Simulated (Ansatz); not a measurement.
Put GaN in Pmmm (No. 47): Ga on 2t and 1c; N on 2s and 1e. A trial structure of GaN was built thus: 4-connected net, two elements alternating.

Theory: DFT PBE, scalar-relativistic, plane waves, PAW (Ansatz 0.2.0). Cutoff 420 eV, Γ-centred mesh, Gaussian smearing, no spin polarisation.

Formation energies are uncorrected and refer to the elements' standard structures at the same level (N₂ as a molecule).

Problem. Which cell and coordinates does it relax to?

Solution.

Space group Pmmm (No. 47). a = 2.995 Å, b = 3.211 Å, c = 7.588 Å, α = 90.00°, β = 90.00°, γ = 90.00°
| atom | site | symmetry | x | y | z |
| --- | --- | --- | --- | --- | --- |
| Ga | 2t | mm2 | 0.5000 | 0.5000 | 0.1722 |
| Ga | 1c | mmm | 0.0000 | 0.0000 | 0.5000 |
| N | 2s | mm2 | 0.5000 | 0.0000 | 0.3219 |
| N | 1e | mmm | 0.0000 | 0.5000 | 0.0000 |

Ga on a site of symmetry mm2 is surrounded by 4 N at 1.97–1.99 Å; Ga on a site of symmetry mmm is surrounded by 4 N at 2.02 Å; N on a site of symmetry mm2 has 4 Ga at 1.97–2.02 Å; N on a site of symmetry mmm is surrounded by 4 Ga at 1.99 Å. Another local minimum with the same sites may exist.

Problem. And its energy and gap?

Solution. The energy over the elements is +0.04 eV/atom. The gap on the 12×12×6 mesh of the 6-atom cell is 0 eV (a metal). It can't be a ground state, since the elements alone are lower.

The last run used Gaussian smearing of 0.10 eV. The zero gap may come from the functional, which often closes small gaps. A structure relaxed within its symmetry needn't be a true minimum. Another cell of GaN relaxed alike, in I-42d, lies 22 meV/atom lower, so this cell isn't the stable form at this level.
